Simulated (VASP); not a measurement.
Runs of VASP 6.6.1 on Si. The structure is hexagonal, space group P6_3/mmc (No. 194). Conventional cell: a = 2.666 Å, b = 2.666 Å, c = 4.506 Å, α = 90.00°, β = 90.00°, γ = 120.00°. Around Si (site symmetry -6m2) lie 12 Si at 2.67 to 2.73 Å. This isn't the form of Si at room conditions, which is diamond.

| task | cell | cutoff (eV) | smearing | gap on the mesh (eV) | pressure (GPa) | relaxed volume (Å³/atom) |
| --- | --- | --- | --- | --- | --- | --- |
| relaxation of cell and atoms | relaxed from: cell and atoms relaxed tightly for response | 600 | fermi-dirac 0.15 eV | none | 0.0 | 13.57 |
| single point | cell and atoms relaxed tightly for response | 520 | fermi-dirac 0.15 eV | none | 0.0 | - |
| relaxation of cell and atoms | relaxed | 600 | gaussian 0.1 eV | none | 0.0 | (a) |
| single point | P6_3/mmc, 13.58 Å³/atom | 520 | gaussian 0.1 eV | none | -0.1 | - |

Alike in all rows: level PBE+D3(BJ); potentials or basis VASP PAW PBE potentials, release 64 (Si); no spin polarisation; k mesh 18 × 18 × 10.

Problem. Fill in the values left out.

Solution. (a) 13.56.

Caveats: pairwise dispersion overbinds metals, which lowers pressure and volume.

A gap of «none» marks a metal or a gap under the smearing width.
